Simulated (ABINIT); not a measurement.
# MgO (Fm-3m): Bethe-Salpeter spectra with ABINIT

Aim: follow the lowest exciton of MgO (Fm-3m) as the mesh is refined.

Calculated with ABINIT 10.8.3; PBE and many-body steps on it, plane waves.

**1. The starting structure**

The structure is cubic, space group Fm-3m (No. 225). The conventional cell has a = 4.194 Å, b = 4.194 Å, c = 4.194 Å, α = 90.00°, β = 90.00°, γ = 90.00°. Mg has 6 O at 2.10 Å nearest. Nearest to O lie 6 Mg at 2.10 Å. Farther neighbours and most contacts between anions are not listed.

The cell and positions are those that the Materials Project relaxed with its own functionals (PBE, PBE+U or r2SCAN), kept fixed.

**2. Empty states on the mesh, 6×6×6 mesh, 117 bands**

This step: ABINIT 10.8.3; DFT, PBE, plane waves, norm-conserving pseudopotentials.

The sums over transitions need many empty states on a uniform mesh; this step solves for them.

File run.abi:

```
acell 3*1.0 Angstrom
rprim 
  -0.000000000000 2.097001392700 2.097001392700
  2.097001392700 0.000000000000 2.097001392700
  2.097001392700 2.097001392700 0.000000000000
ntypat 2
znucl 12 8
natom 2
typat 1 2
xred 
  0.000000000000 0.000000000000 0.000000000000
  0.500000000000 0.500000000000 0.500000000000
pp_dirpath "pseudos"
pseudos "Mg.upf, O.upf"
ecut 38
ngkpt 6 6 6
nshiftk 1
shiftk 0 0 0
kptopt 1
chksymbreak 0
irdden 1
istwfk *1
nband 117
prtvol 0
optdriver 6
gwr_task "HDIAGO"
paral_kgb 0
occopt 1
indata_prefix "in"
outdata_prefix "out"
tmpdata_prefix "tmp"
```

Launch:

```console
OMP_NUM_THREADS=1 mpirun -n 8 abinit run.abi > log
```

The program printed:

```text
.Version 10.8.3 of ABINIT. v10.8.2 released Aug 2026.

 Symmetries : space group Fm -3 m (#225); Bravais cF (face-center cubic)
[... echo of the input left out ...]
== DATASET  1 ==================================================================
-   mpi_nproc: 8, omp_nthreads: 1 (-1 if OMP is not activated)

--- !DatasetInfo
iteration_state: {dtset: 1, }
dimensions: {natom: 2, nkpt: 16, mband: 117, nsppol: 1, nspinor: 1, nspden: 1, mpw: 1411, }
cutoff_energies: {ecut:  38.0, pawecutdg:  -1.0, }
[...]
Direct band gap semiconductor
 Fundamental gap:     4.895 (eV)
   VBM:     4.841 (eV) at k: [ 0.0000E+00,  0.0000E+00,  0.0000E+00]
   CBM:     9.736 (eV) at k: [ 0.0000E+00,  0.0000E+00,  0.0000E+00]
 Direct gap:         4.895 (eV) at k: [ 0.0000E+00,  0.0000E+00,  0.0000E+00]

== END DATASET(S) ==============================================================
================================================================================

 -outvars: echo values of variables after computation  --------
           etotal      0.0000000000E+00
            nband         117
             nkpt          16
          spgroup         225
 [... the other variables as echoed above ...]

 Calculation completed.
```

Wall time 5.2 s (8 MPI ranks of INTEL XEON PLATINUM 8581C at 2.10GHz (Emerald Rapids), shared host); peak memory 1.3 GiB; 40 s of CPU time.

This step gave:

| Quantity | Value |
| --- | --- |
| gap | 4.895 eV |
| k of the valence top | 0, 0, 0 |
| k of the conduction bottom | 0, 0, 0 |
| least direct gap | 4.895 eV |
| k points computed | 16 |
| lowest point of the top converged band, above the valence top | 159.6666 eV |

On this mesh the gap is 4.895 eV.

The density comes from a self-consistent run that is not shown.

**3. Screening, 6×6×6 mesh, 109 bands, screening to 239.5 eV**

The RPA dielectric matrix is built and inverted for each q.

This step: RPA screening on PBE, plane waves, norm-conserving pseudopotentials.

Edit run.abi of step 2 so:

```diff
@@ -20,10 +20,11 @@
 chksymbreak 0
-irdden 1
 istwfk *1
-nband 117
-prtvol 0
-optdriver 6
-gwr_task "HDIAGO"
-paral_kgb 0
 occopt 1
+irdwfk 1
+optdriver 3
+nband 109
+ecuteps 8.8
+inclvkb 2
+awtr 1
+symchi 1
 indata_prefix "in"
```

The program printed:

```text
.Version 10.8.3 of ABINIT. v10.8.2 released Aug 2026.

 Symmetries : space group Fm -3 m (#225); Bravais cF (face-center cubic)
[... echo of the input left out ...]
== DATASET  1 ==================================================================
-   mpi_nproc: 8, omp_nthreads: 1 (-1 if OMP is not activated)

--- !DatasetInfo
iteration_state: {dtset: 1, }
dimensions: {natom: 2, nkpt: 16, mband: 109, nsppol: 1, nspinor: 1, nspden: 1, mpw: 1411, }
cutoff_energies: {ecut:  38.0, pawecutdg:  -1.0, }
[...]
--------------------------------------------------------------------------------
[... chi0 elements left out ...]
 For q-point:  0.000010 0.000020 0.000030
  dielectric constant =   3.0170
  dielectric constant without local fields =   3.2366

  Average fulfillment of the sum rule on Im[epsilon] for q-point    1 :     75.56  [%]
[... wings left out ...]
  q-point number  2        q = ( 0.166667, 0.000000, 0.000000) [r.l.u.]
--------------------------------------------------------------------------------
[... chi0 elements left out ...]
  Average fulfillment of the sum rule on Im[epsilon] for q-point    2 :     89.23  [%]

 [... 14 further q-points ...]
```

Run time: 43 s. Hardware: 8 MPI ranks; peak memory 1.4 GiB; 5.7 min of CPU time.

Numbers from this step:

* ε∞ with local fields, on this mesh, along the program's q direction: 3.017
* the same without local fields: 3.237
* plasma frequency: 34.59 eV
* plane waves in the screening matrix: 169

Local fields lower ε∞ by 7 %.

**4. Self-energy, 6×6×6 mesh, 109 bands, screening to 239.5 eV**

The self-energy is evaluated for the states that the input lists, and the levels follow from it, in one-shot runs by the linearised quasiparticle equation.

This step: G0W0 on PBE, plane waves, norm-conserving pseudopotentials.

Edit run.abi of step 3 so:

```diff
@@ -23,8 +23,15 @@
 irdwfk 1
-optdriver 3
+optdriver 4
 nband 109
+gwcalctyp 0
+ecutsigx 38
+symsigma 1
+nkptgw 1
+kptgw 
+  0.0000000000 0.0000000000 0.0000000000
+bdgw 
+  6 12
 ecuteps 8.8
-inclvkb 2
-awtr 1
-symchi 1
+irdscr 1
+ppmodel 1
 indata_prefix "in"
```

The program printed:

```text
.Version 10.8.3 of ABINIT. v10.8.2 released Aug 2026.

 Symmetries : space group Fm -3 m (#225); Bravais cF (face-center cubic)
[... echo of the input left out ...]
== DATASET  1 ==================================================================
-   mpi_nproc: 8, omp_nthreads: 1 (-1 if OMP is not activated)

--- !DatasetInfo
iteration_state: {dtset: 1, }
dimensions: {natom: 2, nkpt: 16, mband: 109, nsppol: 1, nspinor: 1, nspden: 1, mpw: 1411, }
cutoff_energies: {ecut:  38.0, pawecutdg:  -1.0, }
[...]
10  20.877  -9.643  -3.728  -4.648   0.865  -0.156  -8.547   1.096  21.973
       11  20.877  -9.643  -3.728  -4.648   0.865  -0.156  -8.547   1.096  21.973
       12  20.877  -9.643  -3.728  -4.648   0.865  -0.156  -8.547   1.096  21.973

== END DATASET(S) ==============================================================
================================================================================

 -outvars: echo values of variables after computation  --------
           etotal      0.0000000000E+00
            nband         109
             nkpt          16
          spgroup         225
 [... the other variables as echoed above ...]

 Calculation completed.
```

Run time: 4.2 s. Hardware: 8 MPI ranks; peak memory 1.1 GiB.

This step gave:

```
G0W0 gap on the points computed              : 7.223 eV
starting gap on the mesh                     : 4.895 eV
k of the valence top                         : 0, 0, 0
k of the conduction bottom                   : 0, 0, 0
least direct G0W0 gap on the computed points : 7.223 eV
```

The gap on the mesh goes from 4.89 eV to 7.22 eV, a correction of +2.33 eV.

The gap opens by 2.328 eV; the next steps shift the empty bands rigidly by 2.328 eV.

**5. Excitons**

Optical absorption needs the electron-hole interaction, solved here in a basis of vertical transitions on the mesh.

This step: Bethe-Salpeter equation on PBE with a scissors shift, plane waves, norm-conserving pseudopotentials.

Edit run.abi of step 4 so:

```diff
@@ -23,15 +23,17 @@
 irdwfk 1
-optdriver 4
-nband 109
-gwcalctyp 0
-ecutsigx 38
-symsigma 1
-nkptgw 1
-kptgw 
-  0.0000000000 0.0000000000 0.0000000000
-bdgw 
-  6 12
-ecuteps 8.8
+optdriver 99
+bs_calctype 1
+mbpt_sciss 2.328 eV
+bs_loband 6
+nband 10
+bs_exchange_term 1
+bs_coulomb_term 11
+bs_coupling 0
+bs_algorithm 1
+bs_freq_mesh 0 13 0.1 eV
+zcut 0.15 eV
+ecuteps 4
+ecutwfn 19
+inclvkb 2
 irdscr 1
-ppmodel 1
 indata_prefix "in"
```

The program printed:

```text
.Version 10.8.3 of ABINIT. v10.8.2 released Aug 2026.

 Symmetries : space group Fm -3 m (#225); Bravais cF (face-center cubic)
[... echo of the input left out ...]
== DATASET  1 ==================================================================
-   mpi_nproc: 8, omp_nthreads: 1 (-1 if OMP is not activated)

--- !DatasetInfo
iteration_state: {dtset: 1, }
dimensions: {natom: 2, nkpt: 16, mband: 10, nsppol: 1, nspinor: 1, nspden: 1, mpw: 531, }
cutoff_energies: {ecut:  19.0, pawecutdg:  -1.0, }
electrons: {nelect:   1.60000000E+01, charge:   0.00000000E+00, occopt:   1.00000000E+00, tsmear:   1.00000000E-02, }

 Exciton: Calculation of dielectric properties by solving the Bethe-Salpeter equation
 in frequency domain and reciprocal space on a transitions basis set.
 Based on a program developed by L. Reining, V. Olevano, F. Sottile,
 S. Albrecht, and G. Onida. Incorporated in ABINIT by M. Giantomassi.

.Using double precision arithmetic ; gwpc =  8

[... cell and pseudopotentials left out ...]
--------------------------------------------------------------------------------

 ==== K-mesh for the wavefunctions ====
 Number of points in the irreducible wedge :    16
[... list of points left out ...]
 Together with 48 symmetry operations and time-reversal symmetry
 yields   216 points in the full Brillouin Zone.

 ==== Q-mesh for the screening function ====
 Number of points in the irreducible wedge :    16
[... list of points left out ...]
 Together with 48 symmetry operations and time-reversal symmetry
 yields   216 points in the full Brillouin Zone.

 vcoul_init : cutoff-mode = AUXILIARY_FUNCTION
 q-points for optical limit:   1
     1)      0.000010    0.000020    0.000030
 setmesh: FFT mesh size selected  =    15x   15x   15
          total number of points  =         3375

 ==== Fundamental parameters for the solution of the Bethe-Salpeter equation: ====
 Algorithm: Direct diagonalization.
 Dimension of the v, W matrices,  npweps  = 59
 Cutoff for the wavefunctions,    npwwfn  = 531
 Number of k-points in the IBZ,   nkibz   = 16
 Highest empty band included,     nband   = 10
 === Spin UP ===
 Number of resonant transitions          1296
 Lowest occupied state                   6
 Highest occupied state                  8
 Lowest unoccupied state                 9
 Highest unoccupied state                10
 Minimum frequency [eV]           Emin    =   0.00
 Maximum frequency [eV]           Emax    =  13.00
 Frequency step [eV]              dE      =   0.10
 Lorentzian broadening [eV]       eta     =   0.15
 RPA L0 with KS energies and KS wavefunctions
 Scissors operator energy [eV] =          2.33
 Local fields effects (v term) included
 Excitonic effects (W term) included
 Full W_GG' included
 W is read from an external SCR file
 Resonant-only calculation (Hermitian case)

 Calculating epsilon_Macro(q-->0,w), along the following directions:
 q = (  0.728261  0.000000  0.000000) [r.l.u.]
 q = (  0.000000  0.728261  0.000000) [r.l.u.]
 q = (  0.000000  0.000000  0.728261) [r.l.u.]
 q = (  0.000000  0.630693  0.630693) [r.l.u.]
 q = (  0.630693  0.000000  0.630693) [r.l.u.]
 q = (  0.630693  0.630693  0.000000) [r.l.u.]
 Number of electrons calculated from density =   15.9481; Expected =   16.0000
 average of density, n =  0.128141
 r_s =    1.2305
 omega_plasma =   34.5302 [eV]

. Writing resonant excitonic Hamiltonian on file out_BSR; file size=   0.01 [Gb].
 Direct diagonalization of the resonant excitonic Hamiltonian, Matrix size= 1296
. Using LAPACK sequential version.
 Excitonic eigenvalues in eV up to n=   32
   6.31828   6.31906   6.31914   7.64890   7.65494   7.65548   7.89064   7.89138
   7.89141   7.90377   7.90383   7.99113   7.99115   7.99147   8.00550   8.00559
   8.00563   8.00899   8.00902   8.58304   8.58510   8.58529   8.62501   8.62506
   8.62581   8.65447   8.65494   8.65496   8.67987   8.67990   8.67990   9.22332

 First excitonic eigenvalue=    6.32 [eV]
 Last  excitonic eigenvalue=   20.08 [eV]

 GW  direct gap       7.22  0.00 [eV]
 EXC direct gap       6.32  0.00 [eV]
 EXC binding energy   0.90  0.00 [eV]

 Excitonic eigenvalues up to the GW energy gap [eV]
  1 (  6.32  0.00)
  2 (  6.32  0.00)
  3 (  6.32  0.00)

 Macroscopic dielectric function:
 omega [eV] <KS_RPA_nlf>  <GW_RPA_nlf>  <BSE>
   0.0000   2.5816   0.0000   2.2734   0.0000   2.5553   0.0000
   0.1000   2.5818   0.0006   2.2735   0.0003   2.5555   0.0005
   0.2000   2.5824   0.0012   2.2738   0.0005   2.5560   0.0011
   0.3000   2.5834   0.0017   2.2742   0.0008   2.5569   0.0016
   0.4000   2.5847   0.0023   2.2749   0.0011   2.5581   0.0021
   0.5000   2.5864   0.0029   2.2757   0.0014   2.5598   0.0027
   0.6000   2.5886   0.0035   2.2767   0.0017   2.5617   0.0032
   0.7000   2.5911   0.0041   2.2779   0.0019   2.5641   0.0038
   0.8000   2.5940   0.0047   2.2793   0.0022   2.5668   0.0044
   0.9000   2.5974   0.0053   2.2809   0.0025   2.5699   0.0049

 Writing KS-RPA macroscopic dielectric function without local fields to file: out_RPA_NLF_MDF
 Writing GW-RPA macroscopic dielectric function without local fields to file: out_GW_NLF_MDF
 Writing EXC Macroscopic dielectric function to file: out_EXC_MDF

== END DATASET(S) ==============================================================
================================================================================

 -outvars: echo values of variables after computation  --------
           etotal      0.0000000000E+00
            nband          10
             nkpt          16
          spgroup         225
 [... the other variables as echoed above ...]

 Calculation completed.
```

The job ended after 12 s (8 MPI ranks; peak memory 0.59 GiB).

Numbers from this step:

```
direct gap of the transition levels                            : 7.223 eV
transitions in the window                                      : 1296
first strong exciton (over a fiftieth of the strongest listed) : 6.318 eV
lowest state                                                   : 6.318 eV
binding of the lowest state below the direct gap               : 0.9047 eV
Coulomb term of one mesh cell                                  : 0.8551 eV
```

The binding is 1.1 times the screened Coulomb term of one mesh cell (0.86 eV), so it is not shown settled.

The lowest state lies at 6.318 eV, 0.905 eV under the direct gap.

Lines within 3 meV are set at the lowest of them, and the highest group, which the list may cut short, is left out. Lines of the exciton spectrum (strongest = 100):

| position (eV) | lines merged | oscillator strength, relative |
| --- | --- | --- |
| 6.318 | 3 | 51 |
| 7.649 | 1 | 53 |
| 7.655 | 2 | 100 |
| 7.891 | 3 | 0.0 |
| 7.904 | 2 | 0.0 |
| 7.991 | 3 | 0.0 |

The ε₂ has structure finer than the step of the table below, so its rows give means over 0.5 eV, whole bins alone (the curve runs from 0 to 13 eV). Peaks (eV: height): BSE 6.30: 2.91, 7.70: 7.80, 9.40: 6.86, 10.60: 2.88, 11.10: 4.22, 12.00: 4.14, 12.40: 4.95; no electron-hole interaction 7.20: 1.01, 8.80: 3.31, 9.50: 1.88, 10.60: 3.94, 11.50: 4.10, 12.20: 4.78, 12.90: 4.16; Kohn-Sham, no shift 6.50: 3.26, 8.30: 3.94, 9.20: 4.11, 9.90: 4.87, 10.60: 4.17, 11.10: 6.95, 12.40: 3.61.

Mean over the three Cartesian directions of q; broadening 0.15 eV; transition window only. Limits: finite bands, cutoff and mesh; exciton not shown settled in the k mesh. ε₂ against photon energy; means over each step:

| photon energy (eV) | BSE | no electron-hole interaction | Kohn-Sham, no shift |
| --- | --- | --- | --- |
| 0.5 | 0.00271 | 0.00138 | 0.00291 |
| 1.0 | 0.00554 | 0.00280 | 0.00598 |
| 1.5 | 0.00862 | 0.00430 | 0.00939 |
| 2.0 | 0.0122 | 0.00590 | 0.0134 |
| 2.5 | 0.0164 | 0.00771 | 0.0186 |
| 3.0 | 0.0217 | 0.00976 | 0.0257 |
| 3.5 | 0.0288 | 0.0122 | 0.0374 |
| 4.0 | 0.0389 | 0.0152 | 0.0638 |
| 4.5 | 0.0551 | 0.0190 | 0.228 |
| 5.0 | 0.0859 | 0.0243 | 0.620 |
| 5.5 | 0.171 | 0.0322 | 0.202 |
| 6.0 | 0.890 | 0.0465 | 0.484 |
| 6.5 | 1.56 | 0.0874 | 2.08 |
| 7.0 | 0.724 | 0.468 | 1.23 |
| 7.5 | 4.50 | 0.419 | 0.859 |
| 8.0 | 2.32 | 0.223 | 1.99 |
| 8.5 | 1.66 | 1.05 | 2.89 |
| 9.0 | 2.17 | 1.75 | 2.88 |
| 9.5 | 4.74 | 1.30 | 3.06 |
| 10.0 | 2.23 | 0.820 | 3.75 |
| 10.5 | 2.30 | 2.83 | 3.14 |
| 11.0 | 2.95 | 2.52 | 4.82 |
| 11.5 | 2.48 | 3.18 | 3.63 |
| 12.0 | 3.29 | 3.54 | 3.06 |
| 12.5 | 3.91 | 2.96 | 3.15 |

**6. Triplet (no exchange term)**

Edit run.abi of step 5 so:

```diff
@@ -28,3 +28,3 @@
 nband 10
-bs_exchange_term 1
+bs_exchange_term 0
 bs_coulomb_term 11
@@ -32,3 +32,3 @@
 bs_algorithm 1
-bs_freq_mesh 0 13 0.1 eV
+bs_freq_mesh 0 11 0.1 eV
 zcut 0.15 eV
```

The program printed:

```text
.Version 10.8.3 of ABINIT. v10.8.2 released Aug 2026.

 Symmetries : space group Fm -3 m (#225); Bravais cF (face-center cubic)
[... echo of the input left out ...]
== DATASET  1 ==================================================================
-   mpi_nproc: 8, omp_nthreads: 1 (-1 if OMP is not activated)

--- !DatasetInfo
iteration_state: {dtset: 1, }
dimensions: {natom: 2, nkpt: 16, mband: 10, nsppol: 1, nspinor: 1, nspden: 1, mpw: 531, }
cutoff_energies: {ecut:  19.0, pawecutdg:  -1.0, }
electrons: {nelect:   1.60000000E+01, charge:   0.00000000E+00, occopt:   1.00000000E+00, tsmear:   1.00000000E-02, }

 Exciton: Calculation of dielectric properties by solving the Bethe-Salpeter equation
 in frequency domain and reciprocal space on a transitions basis set.
 Based on a program developed by L. Reining, V. Olevano, F. Sottile,
 S. Albrecht, and G. Onida. Incorporated in ABINIT by M. Giantomassi.

.Using double precision arithmetic ; gwpc =  8

[... cell and pseudopotentials left out ...]
--------------------------------------------------------------------------------

 ==== K-mesh for the wavefunctions ====
 Number of points in the irreducible wedge :    16
[... list of points left out ...]
 Together with 48 symmetry operations and time-reversal symmetry
 yields   216 points in the full Brillouin Zone.

 ==== Q-mesh for the screening function ====
 Number of points in the irreducible wedge :    16
[... list of points left out ...]
 Together with 48 symmetry operations and time-reversal symmetry
 yields   216 points in the full Brillouin Zone.

 vcoul_init : cutoff-mode = AUXILIARY_FUNCTION
 q-points for optical limit:   1
     1)      0.000010    0.000020    0.000030
 setmesh: FFT mesh size selected  =    15x   15x   15
[...]
q = (  0.630693  0.630693  0.000000) [r.l.u.]
 Number of electrons calculated from density =   15.9481; Expected =   16.0000
 average of density, n =  0.128141
 r_s =    1.2305
 omega_plasma =   34.5302 [eV]

. Writing resonant excitonic Hamiltonian on file out_BSR; file size=   0.01 [Gb].
 Direct diagonalization of the resonant excitonic Hamiltonian, Matrix size= 1296
. Using LAPACK sequential version.
 Excitonic eigenvalues in eV up to n=   32
   6.28774   6.28916   6.28929   7.54638   7.55588   7.55665   7.89064   7.89110
   7.89117   7.89498   7.89509   7.98640   7.98643   7.98687   8.00534   8.00544
   8.00548   8.00899   8.00902   8.55085   8.55411   8.55438   8.61555   8.61564
   8.61663   8.65447   8.65493   8.65495   8.67986   8.67988   8.67989   9.14511

 First excitonic eigenvalue=    6.29 [eV]
 Last  excitonic eigenvalue=   18.91 [eV]

 GW  direct gap       7.22  0.00 [eV]
 EXC direct gap       6.29  0.00 [eV]
 EXC binding energy   0.94  0.00 [eV]

 Excitonic eigenvalues up to the GW energy gap [eV]
  1 (  6.29  0.00)
  2 (  6.29  0.00)
  3 (  6.29  0.00)

 Macroscopic dielectric function:
 omega [eV] <KS_RPA_nlf>  <GW_RPA_nlf>  <BSE>
   0.0000   2.5816   0.0000   2.2734   0.0000   2.5936   0.0000
   0.1000   2.5818   0.0006   2.2735   0.0003   2.5938   0.0006
   0.2000   2.5824   0.0012   2.2738   0.0005   2.5944   0.0012
[...]
0.8000   2.5940   0.0047   2.2793   0.0022   2.6061   0.0047
   0.9000   2.5974   0.0053   2.2809   0.0025   2.6094   0.0053

 Writing KS-RPA macroscopic dielectric function without local fields to file: out_RPA_NLF_MDF
 Writing GW-RPA macroscopic dielectric function without local fields to file: out_GW_NLF_MDF
 Writing EXC Macroscopic dielectric function to file: out_EXC_MDF

== END DATASET(S) ==============================================================
================================================================================

 -outvars: echo values of variables after computation  --------
           etotal      0.0000000000E+00
            nband          10
             nkpt          16
          spgroup         225
 [... the other variables as echoed above ...]

 Calculation completed.
```

The job ended after 13 s (8 MPI ranks; peak memory 0.59 GiB).

The lowest triplet lies at 6.288 eV; without spin-orbit coupling triplets are dark, so no spectrum is read.

(Part 1 of 3 ends here.)

[Paths, hosts, dates, memory and timing lines, banners, echoed tables and standing remarks are left out of the program output.]

[Logs are printed without paths, hosts, clocks, repeated set-up lines and the standing remarks that a program may print on its own settings, such as how far it seeks lower states.]

[Runs of the session that timed out or met a known fault of the program may be left out.]

[Hosts, paths, dates, database ids (printed as entryN), source tags and the programs' standing remarks are cut or masked in the printed files.]

[G0W0 gaps are taken among the corrected bands and points alone; a level outside them can change the order at an edge.]

[Where Ansatz stands beside ABINIT at settings called matched, ABINIT's density can come from a denser mesh and the files from another edition; pairs whose starting gaps differed by over 0.03 eV were left out, so agreement reads better than it is.]
